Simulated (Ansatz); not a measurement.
## InP: computed properties

Level of theory: Ansatz 0.2.0, DFT r2SCAN, scalar-relativistic, plane waves, PAW.

Plane waves to 500 eV, a k mesh through Γ of 8×8×8 on the computed 2-atom cell and Gaussian smearing (0.02 eV); no spin polarisation.

The structure is relaxed at this level of theory with its symmetry kept.

```
In P
1.0
     0.00000    2.95357    2.95357
     2.95357    0.00000    2.95357
     2.95357    2.95357    0.00000
In P
1 1
Direct
  0.00000 0.00000 0.00000
  0.25000 0.25000 0.25000
```

Question: Formation energy from the elements' standard states (uncorrected)?

Answer: -0.378 eV/atom.

Question: Generalised Kohn–Sham band gap?

Answer: 1.03 eV, direct at Γ.

Question: Löwdin character of the top 1 eV of the valence band?

Answer: P 3p 81 %, In 5p 16 %.

Question: Löwdin character of the lowest 1 eV of the conduction band?

Answer: In 5s 39 %, P 3s 27 %, P 3p 18 %, In 5p 13 %.

Question: Electron masses at the edge by Cartesian direction of the standard setting (m_e; degenerate bands sorted by energy; no spin-orbit coupling)?

Answer: x: 0.074; y: 0.074; z: 0.074.

Question: Hole masses at the edge by Cartesian direction of the standard setting (m_e; degenerate bands sorted by energy; no spin-orbit coupling)?

Answer: x: 0.44, 0.44, 0.074; y: 0.44, 0.44, 0.074; z: 0.44, 0.44, 0.074.

Question: Bulk modulus?

Answer: 68 GPa.

Question: Its pressure derivative?

Answer: 4.5.

Question: Electronic dielectric constant xx, yy, zz of the standard setting (independent particles)?

Answer: 9.8, 9.8, 9.8.

Question: Bader charges (e)?

Answer: In (1 in the cell) 0.97, P (1 in the cell) -0.97.